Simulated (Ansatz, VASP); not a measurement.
# One calculation of Te2Pt (Moncheite), two programs

```xyz
3
Lattice="4.0100 0.0000 0.0000 -2.0050 3.4728 0.0000 0.0000 0.0000 5.2010" Properties=species:S:1:pos:R:3 pbc="T T T"
Te    0.0000    2.3152    1.3002
Te    2.0050    1.1576    3.9007
Pt    0.0000    0.0000    0.0000
```

Alike in both runs: task single point; functional PBE; dispersion D3(BJ); k mesh 6 × 6 × 4; occupations gaussian, width 0.1 eV; no spin polarisation.

```csv
,VASP,Ansatz
version,VASP 6.6.1,Ansatz 0.2.0
potentials or method,"VASP PAW PBE potentials, release 64 (Te, Pt)","scalar-relativistic, plane waves, PAW"
plane-wave cutoff (eV),520,420
valence electrons in the cell,22,50
```

|  | VASP | Ansatz | Ansatz less VASP |
| --- | --- | --- | --- |
| gap on the k mesh at the Fermi level (eV) | none | none | - |
| pressure (GPa) | 4.6 | 4.8 | +0.22 |
| largest component of the traceless stress (GPa) | 0.94 | 0.99 | +0.049 |
| rms of the force components (eV/Å) | 0.502 | 0.504 | +0.0020 |

Atom by atom the forces differ by 0.002 eV/Å (rms over components). A gap of «none» marks a metal or a gap that the smearing closes. The functional is the same, so the differences come from potentials, cutoffs and numerics. The two sets of potentials don't hold the same shells in valence.

Caveats: pairwise dispersion overbinds metals, which lowers pressure and volume; forces of over 1 eV/Å show positions far from the minimum, so gaps and moduli don't describe the material at rest. Spin-orbit coupling is left out, which matters for the levels of Pt, Te.
